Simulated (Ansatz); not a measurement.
# AlN (Fm-3m) in Ansatz: notebook, part 2 of 2

Ansatz 0.2.0.

### Step 5. Band structure, RPBE

Contents of input.yaml:

```yaml
crystal:
  lattice:
    - [0.0, 2.034518, 2.034518]
    - [2.034518, 0.0, 2.034518]
    - [2.034518, 2.034518, 0.0]
  atoms:
    - { symbol: Al, position: [0.5, 0.5, 0.5] }
    - { symbol: "N", position: [0.0, 0.0, 0.0] }
hamiltonian:
  xc: rpbe
  pseudopotentials: { kind: paw }
kpoints:
  mp_grid: { grid: [11, 11, 11] }
  band_path:
    path:
      - [[0.0, 0.0, 0.0], [0.5, 0.0, 0.5], [0.5, 0.25, 0.75], [0.375, 0.375, 0.75], [0.0, 0.0, 0.0], [0.5, 0.5, 0.5], [0.625, 0.25, 0.625], [0.5, 0.25, 0.75], [0.5, 0.5, 0.5], [0.375, 0.375, 0.75]]
      - [[0.625, 0.25, 0.625], [0.5, 0.0, 0.5]]
    npoints: 14
scf:
  occupations: { method: fermi_dirac, width: 0.05 }
  n_extra_bands: 6
output:
  forces: true
  stress: true
  eigenvalues: true
  fatbands: false
  write_density: true
  write_potential: true
  elf: true
  volumetric_format: npy
```

Potentials or basis: Ansatz PAW.

Started as:

```console
ansatz run input.yaml --threads 2 --pin off --max-ram 5632MiB --backend cpu --events-out ev --progress --plain --runs-dir out
```

Output:

```text
Warning: RAYON_NUM_THREADS=2 ignored (pool sized by the plan → 2); use --threads N
scf.n_extra_bands = 6 over 4 filled bands (N_el = 8.0): the run solves 10 bands
Engine: ansatz 0.2.0, aarch64-unknown-linux-gnu
Pseudopotentials: kind: paw
Pseudopotential: Al, paw, valence charge 3, recommended cutoff 420 eV (normal), Al.paw.azcp
Pseudopotential: N, paw, valence charge 5, recommended cutoff 420 eV (normal), N.paw.azcp
Functional definition: RPBE
  parameter kappa = 0.804
  parameter beta = 0.06672455060314922
  exchange = rpbe_x(kappa = kappa, mu = beta*pi^2/3)
  correlation = pbe_c(beta = beta)
Crystal: 2 atoms, lattice volume = 16.843 Å³
Basis set: ecut = 420 eV, 331 PW (Γ), exchange–correlation on 40×40×40 points (8 copies of the dense FFT grid, shifted against one another)
Bands: 10, of which v1, the nominal top of the filled ones, is band 4 counted from 1 (3 counted from 0)
Symmetry: 48 space group operations
Space group: Fm-3m (ITA 225), of the structure as read, at distance tolerance 2.6e-5 Å
k-points: 56 of 1331
Non-local potential: Al, projectors of the file, l = 0: 2, l = 1: 2, l = 2: 1
Non-local potential: N, projectors of the file, l = 0: 2, l = 1: 2, l = 2: 1
PAW form: soft (Blöchl's): semilocal exchange-correlation on the pseudo side does not see the compensation charge
PAW frozen core: Al, regenerated for the run's functional, and the local potential with it (the file was generated under x = pbe(κ = 0.804, μ = 0.2195149727645171), c = pbe(β = 0.06672455060314922))
PAW frozen core: N, regenerated for the run's functional, and the local potential with it (the file was generated under x = pbe(κ = 0.804, μ = 0.2195149727645171), c = pbe(β = 0.06672455060314922))
PAW one-centre angular grid: Al, 110 points (default); XC on 64 Gauss nodes
PAW one-centre angular grid: N, 110 points (default); XC on 64 Gauss nodes
Initial density: superposition of atomic densities (neutral atoms: chi_scale 0, normalization atom), corrected by the library's trained network
Initial wavefunctions: pseudopotential atomic-orbital guess
[... 9 lines left out ...]
SCF 1 converged in 6 iterations: F = -928.244374 eV  dr2 = 6.61e-12
NSCF: frozen V_eff on 142 k-points
SCF converged after 6 iterations
Free energy (F): -928.244374 eV
Harris-Foulkes:  -928.244374 eV  (|F-HF|=2.39e-12)
Internal energy: -928.244374 eV  (E = F + TS)
E sigma→0 (E₀):  -928.244374 eV
Fermi energy:    13.429707 eV
--- Per-component energies (eV) ---
  E_band       = 38.121006
  E_kinetic    = 162.229396
  E_local      = -170.349836  (includes V_loc(G=0)·N_el)
  E_nonlocal   = 53.071037
  E_hartree    = 62.453673
  E_xc         = -103.244894
  E_vxc        = -109.641395  (∫ρ·V_xc dr)
  E_paw        = -598.696363  (= ΣΔE_a)
  E_vpaw       = -22.095674  (= ΣTr[D̂ρ^β])
  E_aug_tail   = 0.000099  (compensation charges beyond the density's cutoff)
  E_ewald      = -333.671934
  E_core_change = -0.035552  (= ΣΔE_core)
  E_smearing   = -0.000000  (= −TS)
  E_closure    = 0.000000  (closes the sum)
  Σ components = -928.244374   (vs F -928.244374, Δ=0.00e0)
--- Forces (eV/Å), atoms counted from 1 ---
  atom   1  Al     0.00000000    -0.00000000    -0.00000000
  atom   2  N     -0.00000000     0.00000000    -0.00000000
  max |Σ_I F_I| component: 1.23e-31 eV/Å
--- Stress (GPa, compression-positive) ---
        4.892783      -0.000000      -0.000000
        0.000000       4.892783       0.000000
        0.000000      -0.000000       4.892783
  P = ⅓ Tr σ = 4.8928 GPa (48.928 kbar)
--- Band table (eV; the first three rows and the last of 56) ---
  k-point 0: bands = ["-6.3349", "11.0815", "11.0815", "11.0815", "16.4956", "23.1742", "23.1742", "23.1742", "28.2728", "28.6728"]
  k-point 1: bands = ["-6.1692", "10.2197", "10.9823", "10.9823", "17.0518", "22.3909", "23.4237", "23.4237", "27.2991", "27.2991"]
  k-point 2: bands = ["-5.6847", "8.3575", "10.7330", "10.7330", "17.7834", "21.7372", "23.6963", "23.6963", "26.5168", "26.5168"]
  k-point 55: bands = ["-2.1432", "5.2697", "5.5561", "7.5945", "18.8942", "21.1262", "22.3102", "23.5539", "29.4924", "30.6114"]
```

It took 0.67 s on 2 threads of Arm Neoverse V2, shared host; peak memory 0.25 GiB.

Results:

- Free energy: -928.2444 eV
- Pressure: 4.9 GPa
- Band gap on the k mesh: 4.69 eV, indirect (least direct gap 5.41 eV)
- Band gap along the path: 4.56 eV, indirect (least direct gap 5.41 eV)

Levels at the corners of the path, in eV from the valence-band top:
```
point  band 1  band 2  band 3  band 4  band 5  band 6  band 7  band 8
    Γ  -17.42    0.00    0.00    0.00    5.41   12.09   12.09   12.09
    X  -13.33   -7.24   -2.74   -2.74    4.56    5.34   13.90   17.10
    W  -13.18   -5.59   -5.59   -3.84    8.03   10.64   10.64   12.13
    K  -13.31   -6.40   -5.35   -2.25    5.83    9.19   12.67   14.59
    Γ  -17.42    0.00    0.00    0.00    5.41   12.09   12.09   12.09
    L  -14.27   -8.16   -1.05   -1.05    6.03   10.96   10.96   13.14
    U  -13.31   -6.40   -5.35   -2.25    5.83    9.19   12.67   14.59
    W  -13.18   -5.59   -5.59   -3.84    8.03   10.64   10.64   12.13
    L  -14.27   -8.16   -1.05   -1.05    6.03   10.96   10.96   13.14
    K  -13.31   -6.40   -5.35   -2.25    5.83    9.19   12.67   14.59
    U  -13.31   -6.40   -5.35   -2.25    5.83    9.19   12.67   14.59
    X  -13.33   -7.24   -2.74   -2.74    4.56    5.34   13.90   17.10
```

Caveat: the k mesh misses the band edges, so the gap on the mesh is wider than the one along the path; the pressure holds a Pulay correction of +0.5 GPa for the finite cutoff; the PAW data sets come from PBE, with cores solved anew for the run's functional, which leaves a small shift of forces and pressure.

### Step 6. Band structure, revPBE

Edit input.yaml of step 5 so:

```diff
@@ -9,3 +9,3 @@
 hamiltonian:
-  xc: rpbe
+  xc: revpbe
   pseudopotentials: { kind: paw }
@@ -26,5 +26 @@
   fatbands: false
-  write_density: true
-  write_potential: true
-  elf: true
-  volumetric_format: npy
```

Potentials or basis: Ansatz PAW.

Started as:

```console
ansatz run input.yaml --threads 2 --pin off --max-ram 5632MiB --backend cpu --events-out ev --progress --plain --runs-dir out
```

Run time: 0.68 s. Hardware: 2 threads of Arm Neoverse V2, shared host; peak memory 0.24 GiB.

It converged, with:

| Item | Value |
| --- | --- |
| Free energy | -927.0384 eV |
| Pressure | 3.8 GPa |
| Band gap on the k mesh | 4.67 eV, indirect (least direct gap 5.41 eV) |
| Band gap along the path | 4.54 eV, indirect (least direct gap 5.41 eV) |

Levels at the corners of the path, in eV from the valence-band top:
| point | band 1 | band 2 | band 3 | band 4 | band 5 | band 6 | band 7 | band 8 | band 9 |
| --- | --- | --- | --- | --- | --- | --- | --- | --- | --- |
| Γ | -17.40 | 0.00 | 0.00 | 0.00 | 5.41 | 12.08 | 12.08 | 12.08 | 17.19 |
| X | -13.31 | -7.25 | -2.74 | -2.74 | 4.54 | 5.33 | 13.88 | 17.07 | 17.07 |
| W | -13.15 | -5.59 | -5.59 | -3.84 | 8.01 | 10.63 | 10.63 | 12.11 | 19.08 |
| K | -13.29 | -6.40 | -5.36 | -2.25 | 5.82 | 9.18 | 12.65 | 14.56 | 16.07 |
| Γ | -17.40 | 0.00 | 0.00 | 0.00 | 5.41 | 12.08 | 12.08 | 12.08 | 17.19 |
| L | -14.25 | -8.16 | -1.05 | -1.05 | 6.03 | 10.94 | 10.94 | 13.11 | 15.92 |
| U | -13.29 | -6.40 | -5.36 | -2.25 | 5.82 | 9.18 | 12.65 | 14.56 | 16.07 |
| W | -13.15 | -5.59 | -5.59 | -3.84 | 8.01 | 10.63 | 10.63 | 12.11 | 19.08 |
| L | -14.25 | -8.16 | -1.05 | -1.05 | 6.03 | 10.94 | 10.94 | 13.11 | 15.92 |
| K | -13.29 | -6.40 | -5.36 | -2.25 | 5.82 | 9.18 | 12.65 | 14.56 | 16.07 |
| U | -13.29 | -6.40 | -5.36 | -2.25 | 5.82 | 9.18 | 12.65 | 14.56 | 16.07 |
| X | -13.31 | -7.25 | -2.74 | -2.74 | 4.54 | 5.33 | 13.88 | 17.07 | 17.07 |

Caveat: the k mesh misses the band edges, so the gap on the mesh is wider than the one along the path; the pressure holds a Pulay correction of +0.5 GPa for the finite cutoff; the PAW data sets come from PBE, with cores solved anew for the run's functional, which leaves a small shift of forces and pressure. As with any semilocal functional, this revPBE gap is likely too small.

### Step 7. The runs side by side

```tsv
task	level	k mesh	smearing	atoms under strain	points for each segment of the path	gap on the mesh (eV)	pressure (GPa)
phonons	PBEsol	8 × 8 × 8	fixed	-	-	4.38	-
elastic constants	PBEsol	8 × 8 × 8	fixed	relaxed	-	4.38	-4.5
Born charges and dielectric tensor	PBEsol	11 × 11 × 11	fixed	-	-	4.51	-
band structure	RPBE	11 × 11 × 11	fermi-dirac 0.05 eV	-	14	4.69	4.9
band structure	revPBE	11 × 11 × 11	fermi-dirac 0.05 eV	-	14	4.67	3.8
```

Alike in all rows: potentials or basis Ansatz PAW; no spin polarisation; cell as given; cutoff (eV) 420.

On the cell as given the gap runs from 4.38 eV (PBEsol) to 4.56 eV (RPBE); the meshes differ, which moves gaps too. The pressure there spans -4.5 GPa (PBEsol) to 4.9 GPa (RPBE); a positive pressure means that this level wants a larger cell, a negative one a smaller.

Caveats: the PAW data sets come from PBE, with cores solved anew for the run's functional, which leaves a small shift of forces and pressure; the k mesh misses the band edges, so the gap on the mesh is wider than the one along the path (some runs); the cell is more than 3 GPa from zero pressure, which shifts response properties (some runs); odd divisions of the mesh miss points on the zone boundary, where band edges often lie, so the gap on the mesh can be too wide (some runs).

Absolute energies hang on the potentials; compare differences alone.
